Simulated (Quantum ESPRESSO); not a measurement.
# PbS (Pm-3m) in Quantum ESPRESSO: settings compared, part 2 of 3

Quantum ESPRESSO 7.5.

## (4) Phonons, PBE

Input file pw.in:

```
&CONTROL
  calculation = 'scf'
  prefix = 'pwscf'
  outdir = './tmp'
  pseudo_dir = './pseudo'
  tprnfor = .true.
  tstress = .true.
  disk_io = 'low'
/
&SYSTEM
  ibrav = 0
  A = 3.653659
  nat = 2
  ntyp = 2
  ecutwfc = 56
  nbnd = 16
  occupations = 'smearing'
  smearing = 'mv'
  degauss = 0.01469973
/
&ELECTRONS
  conv_thr = 4d-10
  electron_maxstep = 120
  mixing_beta = 0.5
/
ATOMIC_SPECIES
Pb   207.2000 Pb_ONCV_PBE-1.2.upf
S     32.0600 S_ONCV_PBE-1.2.upf
CELL_PARAMETERS alat
   1.0000000000    0.0000000000    0.0000000000
   0.0000000000    1.0000000000    0.0000000000
   0.0000000000    0.0000000000    1.0000000000
ATOMIC_POSITIONS alat
Pb     0.0000000000    0.0000000000    0.0000000000
S      0.5000000000    0.5000000000    0.5000000000
K_POINTS automatic
7 7 7 0 0 0
```

Input file scf2.in:

```
&CONTROL
  calculation = 'scf'
  prefix = 'pwscf'
  outdir = './tmp'
  pseudo_dir = './pseudo'
  tprnfor = .true.
  tstress = .true.
  disk_io = 'low'
/
&SYSTEM
  ibrav = 0
  A = 3.653659
  nat = 2
  ntyp = 2
  ecutwfc = 56
  nbnd = 16
  occupations = 'fixed'
/
&ELECTRONS
  conv_thr = 1d-13
  electron_maxstep = 120
  mixing_beta = 0.5
  startingpot = 'file'
  startingwfc = 'file'
/
ATOMIC_SPECIES
Pb   207.2000 Pb_ONCV_PBE-1.2.upf
S     32.0600 S_ONCV_PBE-1.2.upf
CELL_PARAMETERS alat
   1.0000000000    0.0000000000    0.0000000000
   0.0000000000    1.0000000000    0.0000000000
   0.0000000000    0.0000000000    1.0000000000
ATOMIC_POSITIONS alat
Pb     0.0000000000    0.0000000000    0.0000000000
S      0.5000000000    0.5000000000    0.5000000000
K_POINTS automatic
7 7 7 0 0 0
```

Input file ph.in:

```
phonons of PbS
&INPUTPH
  prefix = 'pwscf'
  outdir = './tmp'
  tr2_ph = 1d-16
  fildyn = 'dyn'
  niter_ph = 60
  alpha_mix(1) = 0.7
  epsil = .true.
/
0.0000000000 0.0000000000 0.0000000000
```

Input file dynmat.in:

```
&INPUT
  fildyn = 'dyn'
  asr = 'crystal'
  lperm = .true.
  filout = 'dynmat.disp'
  fileig = 'dynmat.eig'
/
```

Input file dynmat_lo.in:

```
&INPUT
  fildyn = 'dyn'
  asr = 'crystal'
  filout = 'dynmat_lo.disp'
  fileig = 'dynmat_lo.eig'
  q(1) = 0
  q(2) = 0
  q(3) = 1
/
```

Potentials or basis: SG15 PBE 1.2.

The run is started by

```console
OMP_NUM_THREADS=1 pw.x -in pw.in > pw.out
OMP_NUM_THREADS=1 pw.x -in scf2.in > scf2.out
OMP_NUM_THREADS=1 ph.x -in ph.in > ph.out
OMP_NUM_THREADS=1 dynmat.x -in dynmat.in > dynmat.out
OMP_NUM_THREADS=1 dynmat.x -in dynmat_lo.in > dynmat_lo.out
```

pw.out:

```text
This program is part of the open-source Quantum ESPRESSO suite
     for quantum simulation of materials; please cite
[... 9 lines left out ...]
     --------------------
     sticks:   dense  smooth     PW     G-vecs:    dense   smooth      PW
     Sum         853     853    249                18805    18805    2969

     Using Slab Decomposition

     bravais-lattice index     =            0
     lattice parameter (alat)  =       6.9044  a.u.
     unit-cell volume          =     329.1400 (a.u.)^3
     number of atoms/cell      =            2
     number of atomic types    =            2
     number of electrons       =        20.00
     number of Kohn-Sham states=           16
     kinetic-energy cutoff     =      56.0000  Ry
     charge density cutoff     =     224.0000  Ry
     scf convergence threshold =      4.0E-10
     mixing beta               =       0.5000
     number of iterations used =            8  plain     mixing
     Exchange-correlation= PBE
                           (   1   4   3   4   0   0   0)

     celldm(1)=   6.904415  celldm(2)=   0.000000  celldm(3)=   0.000000
     celldm(4)=   0.000000  celldm(5)=   0.000000  celldm(6)=   0.000000

     crystal axes: (cart. coord. in units of alat)
               a(1) = (   1.000000   0.000000   0.000000 )
               a(2) = (   0.000000   1.000000   0.000000 )
               a(3) = (   0.000000   0.000000   1.000000 )

     reciprocal axes: (cart. coord. in units 2 pi/alat)
               b(1) = (  1.000000  0.000000  0.000000 )
               b(2) = (  0.000000  1.000000  0.000000 )
               b(3) = (  0.000000  0.000000  1.000000 )

     PseudoPot. # 1 for Pb read from file:
     Pb_ONCV_PBE-1.2.upf
     Pseudo is Norm-conserving, Zval = 14.0
     Generated using ONCVPSP code by D. R. Hamann
     Using radial grid of  602 points,  8 beta functions with:
                l(1) =   0
                l(2) =   0
                l(3) =   1
                l(4) =   1
                l(5) =   2
                l(6) =   2
                l(7) =   3
                l(8) =   3

     PseudoPot. # 2 for S  read from file:
     S_ONCV_PBE-1.2.upf
     Pseudo is Norm-conserving, Zval =  6.0
     Generated using ONCVPSP code by D. R. Hamann
     Using radial grid of  602 points,  4 beta functions with:
                l(1) =   0
                l(2) =   0
                l(3) =   1
                l(4) =   1

     atomic species   valence    mass     pseudopotential
     Pb               14.00   207.20000     Pb( 1.00)
     S                 6.00    32.06000     S ( 1.00)

     48 Sym. Ops., with inversion, found

   Cartesian axes

     site n.     atom                  positions (alat units)
         1        Pb     tau(   1) = (   0.0000000   0.0000000   0.0000000  )
         2        S      tau(   2) = (   0.5000000   0.5000000   0.5000000  )

     number of k points=    20  Marzari-Vanderbilt smearing, width (Ry)=  0.0147
                       cart. coord. in units 2pi/alat
        k(    1) = (   0.0000000   0.0000000   0.0000000), wk =   0.0058309
        k(    2) = (   0.0000000   0.0000000   0.1428571), wk =   0.0349854
        k(    3) = (   0.0000000   0.0000000   0.2857143), wk =   0.0349854
        k(    4) = (   0.0000000   0.0000000   0.4285714), wk =   0.0349854
        k(    5) = (   0.0000000   0.1428571   0.1428571), wk =   0.0699708
        k(    6) = (   0.0000000   0.1428571   0.2857143), wk =   0.1399417
[... 12 lines left out ...]
        k(   19) = (   0.2857143   0.4285714   0.4285714), wk =   0.1399417
        k(   20) = (   0.4285714   0.4285714   0.4285714), wk =   0.0466472

     Dense  grid:    18805 G-vectors     FFT dimensions: (  36,  36,  36)

     Initial potential from superposition of free atoms

     starting charge      19.8876, renormalised to      20.0000
     Starting wfcs are random

     Self-consistent Calculation

     iteration #  1     ecut=    56.00 Ry     beta= 0.50
     Davidson diagonalization with overlap
     ethr =  1.00E-02,  avg # of iterations =  8.8

     Threshold (ethr) on eigenvalues was too large:
     Diagonalizing with lowered threshold

     Davidson diagonalization with overlap
     ethr =  9.68E-04,  avg # of iterations =  1.2

     WARNING: integrated charge=    20.00000465, expected=    20.00000000

     total energy              =    -133.32658976 Ry
     estimated scf accuracy    <       0.19216116 Ry

     iteration #  2     ecut=    56.00 Ry     beta= 0.50
     Davidson diagonalization with overlap
     ethr =  9.61E-04,  avg # of iterations =  2.0

     WARNING: integrated charge=    20.00000308, expected=    20.00000000

     total energy              =    -133.37899808 Ry
     estimated scf accuracy    <       0.04834221 Ry

     iteration #  3     ecut=    56.00 Ry     beta= 0.50
     Davidson diagonalization with overlap
     ethr =  2.42E-04,  avg # of iterations =  1.9

     total energy              =    -133.38834129 Ry
     estimated scf accuracy    <       0.00200550 Ry

     iteration #  4     ecut=    56.00 Ry     beta= 0.50
     Davidson diagonalization with overlap
     ethr =  1.00E-05,  avg # of iterations =  6.3

     total energy              =    -133.38860479 Ry
     estimated scf accuracy    <       0.00032985 Ry

     iteration #  5     ecut=    56.00 Ry     beta= 0.50
     Davidson diagonalization with overlap
     ethr =  1.65E-06,  avg # of iterations =  1.9

     total energy              =    -133.38867493 Ry
     estimated scf accuracy    <       0.00000279 Ry

     iteration #  6     ecut=    56.00 Ry     beta= 0.50
     Davidson diagonalization with overlap
     ethr =  1.39E-08,  avg # of iterations =  2.8

     total energy              =    -133.38867611 Ry
     estimated scf accuracy    <       0.00000379 Ry

     iteration #  7     ecut=    56.00 Ry     beta= 0.50
     Davidson diagonalization with overlap
     ethr =  1.39E-08,  avg # of iterations =  1.9

     total energy              =    -133.38867689 Ry
     estimated scf accuracy    <       0.00000003 Ry

     iteration #  8     ecut=    56.00 Ry     beta= 0.50
     Davidson diagonalization with overlap
     ethr =  1.71E-10,  avg # of iterations =  2.2

     total energy              =    -133.38867691 Ry
     estimated scf accuracy    <       0.00000002 Ry

     iteration #  9     ecut=    56.00 Ry     beta= 0.50
     Davidson diagonalization with overlap
     ethr =  8.43E-11,  avg # of iterations =  1.4

     total energy              =    -133.38867691 Ry
     estimated scf accuracy    <          6.6E-10 Ry

     iteration # 10     ecut=    56.00 Ry     beta= 0.50
     Davidson diagonalization with overlap
     ethr =  3.30E-12,  avg # of iterations =  2.0

     End of self-consistent calculation

          k = 0.0000 0.0000 0.0000 (  2325 PWs)   bands (ev):

    -7.1522  -7.1522  -6.9358  -6.9358  -6.9358  -3.3499   3.0376   8.1936
     8.1936   8.1936  15.2957  15.2957  16.2842  16.2842  16.2842  22.4748

          k = 0.0000 0.0000 0.1429 (  2337 PWs)   bands (ev):

    -7.1504  -7.1228  -6.9467  -6.9467  -6.9347  -3.1782   2.6847   8.1685
     8.3601   8.3601  14.4487  15.4474  15.8024  15.8024  16.9614  22.3453

          k = 0.0000 0.0000 0.2857 (  2320 PWs)   bands (ev):

    -7.1463  -7.0571  -6.9710  -6.9710  -6.9324  -2.7067   1.7961   8.4226
     8.7929   8.7929  12.4860  14.7352  14.7352  15.8777  19.2635  20.5861

          k = 0.0000 0.0000 0.4286 (  2348 PWs)   bands (ev):

    -7.1429  -7.0048  -6.9904  -6.9904  -6.9305  -2.1627   0.9237   9.2194
     9.2343   9.2343  10.6671  13.8515  13.8515  16.4142  19.2619  22.2672

          k = 0.0000 0.1429 0.1429 (  2345 PWs)   bands (ev):

    -7.1351  -7.1065  -6.9600  -6.9463  -6.9446  -3.0088   2.4792   7.4774
     8.5118   9.0332  13.6584  14.9524  15.5179  16.2546  17.7623  21.0909

          k = 0.0000 0.1429 0.2857 (  2329 PWs)   bands (ev):

    -7.1262  -7.0446  -6.9895  -6.9694  -6.9426  -2.5482   1.8400   7.2325
     8.8995   9.5042  11.9731  14.5404  14.7715  16.7168  19.6234  20.6959

          k = 0.0000 0.1429 0.4286 (  2320 PWs)   bands (ev):

    -7.1222  -7.0128  -6.9921  -6.9885  -6.9404  -2.0298   1.1102   7.6874
     9.0848   9.2814  11.3778  13.8440  14.0803  17.0194  20.2546  21.3228

          k = 0.0000 0.2857 0.2857 (  2326 PWs)   bands (ev):

    -7.0987  -7.0300  -6.9990  -6.9671  -6.9644  -2.1325   1.8354   6.2464
     8.8376   9.1584  11.8904  14.4264  14.7854  17.7514  19.9361  20.0083

          k = 0.0000 0.2857 0.4286 (  2325 PWs)   bands (ev):

    -7.0880  -7.0614  -6.9841  -6.9627  -6.9511  -1.7007   1.6276   6.2215
     7.4659   9.3905  12.5541  13.9636  14.6975  17.7988  20.0017  20.3059
[... 26 lines left out ...]
          k = 0.1429 0.2857 0.4286 (  2324 PWs)   bands (ev):

    -7.0576  -7.0554  -7.0005  -6.9762  -6.9484  -1.6133   1.8102   6.3720
     7.5124   8.7021  12.0958  12.8964  14.9311  18.3325  19.8050  19.8363

          k = 0.1429 0.4286 0.4286 (  2334 PWs)   bands (ev):

    -7.0906  -7.0384  -6.9958  -6.9949  -6.9069  -1.3427   2.4087   5.6911
     6.1643   8.9305  12.5021  13.0589  14.1988  18.0489  20.0475  20.2986

          k = 0.2857 0.2857 0.2857 (  2329 PWs)   bands (ev):

    -7.0281  -7.0085  -7.0085  -6.9936  -6.9936  -1.6968   2.1563   7.0681
     7.0681   8.2374  12.1036  12.1036  13.9785  19.6581  19.7966  19.7966

          k = 0.2857 0.2857 0.4286 (  2329 PWs)   bands (ev):

    -7.0506  -7.0307  -7.0053  -6.9926  -6.9371  -1.4035   2.3185   6.5968
     7.3492   7.8226  10.7647  12.1034  13.7159  19.5964  20.1004  20.8040

          k = 0.2857 0.4286 0.4286 (  2336 PWs)   bands (ev):

    -7.0717  -7.0293  -7.0275  -6.9639  -6.9053  -1.2189   2.9123   6.3563
     6.6355   7.9482  10.6437  11.2960  12.2787  20.0931  21.5393  21.7509

          k = 0.4286 0.4286 0.4286 (  2332 PWs)   bands (ev):

    -7.0589  -7.0533  -7.0533  -6.9040  -6.9040  -1.1124   3.4859   6.9957
     7.2511   7.2511   9.7614   9.7614  10.6214  22.3041  22.6987  22.6987

     the Fermi energy is     9.7223 ev

!    total energy              =    -133.38867691 Ry
     estimated scf accuracy    <          1.0E-10 Ry
     smearing contrib. (-TS)   =       0.00044042 Ry
     internal energy E=F+TS    =    -133.38911733 Ry

     The total energy is F=E-TS. E is the sum of the following terms:
     one-electron contribution =     -22.42757409 Ry
     hartree contribution      =      22.38288183 Ry
     xc contribution           =     -18.49352542 Ry
     ewald contribution        =    -114.85089965 Ry

     convergence has been achieved in  10 iterations

     Forces acting on atoms (cartesian axes, Ry/au):

     atom    1 type  1   force =     0.00000000    0.00000000    0.00000000
     atom    2 type  2   force =     0.00000000    0.00000000    0.00000000

     Total force =     0.000000     Total SCF correction =     0.000000

     Computing stress (Cartesian axis) and pressure

          total   stress  (Ry/bohr**3)                   (kbar)     P=       -1.38
  -0.00000937   0.00000000   0.00000000           -1.38        0.00        0.00
   0.00000000  -0.00000937   0.00000000            0.00       -1.38        0.00
   0.00000000   0.00000000  -0.00000937            0.00        0.00       -1.38

=------------------------------------------------------------------------------=
   JOB DONE.
=------------------------------------------------------------------------------=
```

Wall time 2.8 min (1 thread of Arm Neoverse V2, shared host); peak memory 0.06 GiB.

Results:

```
Free energy                                             : -1814.8483 eV
Pressure after relaxing                                 : 0.2 GPa
Electronic dielectric tensor (diagonal)                 : 16.72
Born charges (mean of the diagonal)                     : Pb +4.90; S -4.86 e
Highest phonon frequency at Γ, LO-TO splitting left out : 5 cm⁻¹
Most unstable mode                                      : 108i cm⁻¹
```

Levels at points of the mesh, in eV from the Fermi level:
| k point | band 8 | band 9 | band 10 | band 11 | band 12 | band 13 |
| --- | --- | --- | --- | --- | --- | --- |
| (0.00, 0.00, 0.00) | -1.53 | -1.53 | -1.53 | 5.57 | 5.57 | 6.56 |

Phonon frequencies in cm⁻¹ (negative: imaginary):
| q point | frequencies |
| --- | --- |
| (0.000, 0.000, 0.000) | -108 -108 -108 5 5 5 |

Electronic dielectric tensor:
```
16.72  0.00  0.00
 0.00 16.72  0.00
 0.00  0.00 16.72
```

Born effective charge tensors (e):
atom 1, Pb
```
4.90 0.00 0.00
0.00 4.90 0.00
0.00 0.00 4.90
```
atom 2, S
```
-4.86  0.00  0.00
 0.00 -4.86  0.00
 0.00  0.00 -4.86
```

Optical modes at Γ, degenerate ones joined:
| cm⁻¹ | components | symmetry | active in | IR intensity, summed ((D/Å)²/amu) |
| --- | --- | --- | --- | --- |
| 109i | 3 | T1u | IR | 59.32 |

Zone-centre frequencies without and with the macroscopic field along z (cm⁻¹):
```csv
,optical modes in rising order
without,109i 109i 109i
with the field,109i 109i 200
```

Caveat: the mesh is thin for the dielectric tensor, Born charges and intensities, which usually come out too large; some modes are imaginary; the gap is small at this level, which inflates the dielectric constant; on a mesh that holds Γ this program's dielectric tensor can be off by some percent beyond the error of the mesh. Spin-orbit coupling is left out, which matters for the levels of Pb.

## (5) Phonons, PBE

Edit pw.in of step 4 so:

```diff
@@ -14,3 +14,4 @@
   ntyp = 2
-  ecutwfc = 56
+  ecutwfc = 45
+  ecutrho = 360
   nbnd = 16
@@ -26,4 +27,4 @@
 ATOMIC_SPECIES
-Pb   207.2000 Pb_ONCV_PBE-1.2.upf
-S     32.0600 S_ONCV_PBE-1.2.upf
+Pb   207.2000 pb_pbe_v1.uspp.F.UPF
+S     32.0600 s_pbe_v1.4.uspp.F.UPF
 CELL_PARAMETERS alat
```

Edit scf2.in of step 4 so:

```diff
@@ -14,3 +14,4 @@
   ntyp = 2
-  ecutwfc = 56
+  ecutwfc = 45
+  ecutrho = 360
   nbnd = 16
@@ -26,4 +27,4 @@
 ATOMIC_SPECIES
-Pb   207.2000 Pb_ONCV_PBE-1.2.upf
-S     32.0600 S_ONCV_PBE-1.2.upf
+Pb   207.2000 pb_pbe_v1.uspp.F.UPF
+S     32.0600 s_pbe_v1.4.uspp.F.UPF
 CELL_PARAMETERS alat
```

ph.in is that of step 4.

dynmat.in is that of step 4.

dynmat_lo.in is that of step 4.

Potentials or basis: GBRV 1.5 PBE.

The run is started by

```console
OMP_NUM_THREADS=1 pw.x -in pw.in > pw.out
OMP_NUM_THREADS=1 pw.x -in scf2.in > scf2.out
OMP_NUM_THREADS=1 ph.x -in ph.in > ph.out
OMP_NUM_THREADS=1 dynmat.x -in dynmat.in > dynmat.out
OMP_NUM_THREADS=1 dynmat.x -in dynmat_lo.in > dynmat_lo.out
```

pw.out:

```text
This program is part of the open-source Quantum ESPRESSO suite
     for quantum simulation of materials; please cite
[... 9 lines left out ...]
     --------------------
     sticks:   dense  smooth     PW     G-vecs:    dense   smooth      PW
     Sum        1361     673    213                37993    13397    2205

     Using Slab Decomposition

     bravais-lattice index     =            0
     lattice parameter (alat)  =       6.9044  a.u.
     unit-cell volume          =     329.1400 (a.u.)^3
     number of atoms/cell      =            2
     number of atomic types    =            2
     number of electrons       =        20.00
     number of Kohn-Sham states=           16
     kinetic-energy cutoff     =      45.0000  Ry
     charge density cutoff     =     360.0000  Ry
     scf convergence threshold =      4.0E-10
     mixing beta               =       0.5000
     number of iterations used =            8  plain     mixing
[... 205 lines left out ...]
          k = 0.0000 0.0000 0.0000 (  1743 PWs)   bands (ev):

    -7.8074  -7.8074  -7.5967  -7.5967  -7.5967  -4.0072   2.3808   7.5351
     7.5351   7.5351  14.5981  14.5981  15.6299  15.6299  15.6299  17.4299
[... 93 lines left out ...]
    -7.7197  -7.7141  -7.7141  -7.5592  -7.5592  -1.7687   2.8275   6.3370
     6.5920   6.5920   9.0994   9.0994   9.9593  17.4444  21.6155  21.9870

     the Fermi energy is     9.0612 ev

!    total energy              =    -188.29769783 Ry
     estimated scf accuracy    <          4.3E-11 Ry
     smearing contrib. (-TS)   =       0.00044026 Ry
     internal energy E=F+TS    =    -188.29813809 Ry

     The total energy is F=E-TS. E is the sum of the following terms:
     one-electron contribution =     -30.64171493 Ry
     hartree contribution      =      28.99156746 Ry
     xc contribution           =     -71.79709101 Ry
     ewald contribution        =    -114.85089960 Ry

     convergence has been achieved in  11 iterations

     negative rho (up, down):  1.568E-02 0.000E+00

     Forces acting on atoms (cartesian axes, Ry/au):

     atom    1 type  1   force =     0.00000000    0.00000000    0.00000000
     atom    2 type  2   force =     0.00000000    0.00000000    0.00000000

     Total force =     0.000000     Total SCF correction =     0.000000

     Computing stress (Cartesian axis) and pressure

     negative rho (up, down):  1.568E-02 0.000E+00
          total   stress  (Ry/bohr**3)                   (kbar)     P=       -2.97
  -0.00002020   0.00000000   0.00000000           -2.97        0.00        0.00
   0.00000000  -0.00002020   0.00000000            0.00       -2.97        0.00
   0.00000000   0.00000000  -0.00002020            0.00        0.00       -2.97

=------------------------------------------------------------------------------=
   JOB DONE.
=------------------------------------------------------------------------------=
```

scf2.out:

```text
This program is part of the open-source Quantum ESPRESSO suite
     for quantum simulation of materials; please cite
[... 9 lines left out ...]
     --------------------
     sticks:   dense  smooth     PW     G-vecs:    dense   smooth      PW
     Sum        1361     673    213                37993    13397    2205
[... 310 lines left out ...]
   0.00000594   0.00000000   0.00000000            0.87        0.00        0.00
   0.00000000   0.00000594   0.00000000            0.00        0.87        0.00
   0.00000000   0.00000000   0.00000594            0.00        0.00        0.87

=------------------------------------------------------------------------------=
   JOB DONE.
=------------------------------------------------------------------------------=
```

It took 2.9 min on 1 thread of Arm Neoverse V2, shared host; peak memory 0.17 GiB.

Results:

```yaml
Free_energy: -2561.9236 eV
Pressure_after_relaxing: 0.1 GPa
Electronic_dielectric_tensor_diagonal: 16.79
Born_charges_mean_of_the_diagonal: Pb +4.93; S -4.89 e
Highest_phonon_frequency_at_Γ_LO-TO_splitting_left_out: 4 cm⁻¹
Most_unstable_mode: 113i cm⁻¹
```

Levels at points of the mesh, in eV from the Fermi level:
```csv
k point,band 7,band 8,band 9,band 10,band 11,band 12,band 13,band 14
"(0.00, 0.00, 0.00)",-6.68,-1.53,-1.53,-1.53,5.54,5.54,6.57,6.57
```

Phonon frequencies in cm⁻¹ (negative: imaginary):
```csv
q point,frequencies
"(0.000, 0.000, 0.000)",-113 -113 -113 4 4 4
```

Electronic dielectric tensor:
```
16.79  0.00  0.00
 0.00 16.79  0.00
 0.00  0.00 16.79
```

Born effective charge tensors (e):
atom 1, Pb
```
4.93 0.00 0.00
0.00 4.93 0.00
0.00 0.00 4.93
```
atom 2, S
```
-4.89  0.00  0.00
 0.00 -4.89  0.00
 0.00  0.00 -4.89
```

Optical modes at Γ, degenerate ones joined:
```csv
cm⁻¹,components,symmetry,active in,"IR intensity, summed ((D/Å)²/amu)"
113i,3,T1u,IR,60.06
```

Zone-centre frequencies without and with the macroscopic field along z (cm⁻¹):
```csv
,optical modes in rising order
without,113i 113i 113i
with the field,113i 113i 199
```

Caveat: the mesh is thin for the dielectric tensor, Born charges and intensities, which usually come out too large; some modes are imaginary; the gap is small at this level, which inflates the dielectric constant; on a mesh that holds Γ this program's dielectric tensor can be off by some percent beyond the error of the mesh. Spin-orbit coupling is left out, which matters for the levels of Pb.

[end of part 2 of 3]
